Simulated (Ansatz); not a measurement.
Take a crystal in which Si has been replaced by Sn on all its sites, with the cell rescaled by a rough guess (in some cases also distorted within its space group) and nothing relaxed:

```cif
data_structure
_symmetry_space_group_name_H-M 'P 1'
_symmetry_Int_Tables_number 1
_cell_length_a 3.1083
_cell_length_b 3.1083
_cell_length_c 3.1083
_cell_angle_alpha 104.670
_cell_angle_beta 104.670
_cell_angle_gamma 119.572
_cell_volume 22.57
loop_
_atom_site_label
_atom_site_type_symbol
_atom_site_fract_x
_atom_site_fract_y
_atom_site_fract_z
_atom_site_occupancy
Sn1 Sn 0.00000 0.00000 0.00000 1
```

Method: DFT PBE, scalar-relativistic, plane waves, PAW in Ansatz 0.2.0.

Cutoff 420 eV; k points 18×18×18 on the computed 1-atom cell (Γ-centred); Gaussian smearing, width 0.10 eV; no spin polarisation.

(1) Will this cell want to expand or contract, and how hard?

(2) Is it a metal on this mesh?

Answers

(1) The pressure is 16.5 GPa (positive in compression), so the cell would expand.

(2) Yes, a band crosses the Fermi level.

This form isn't the element's structure at ambient conditions.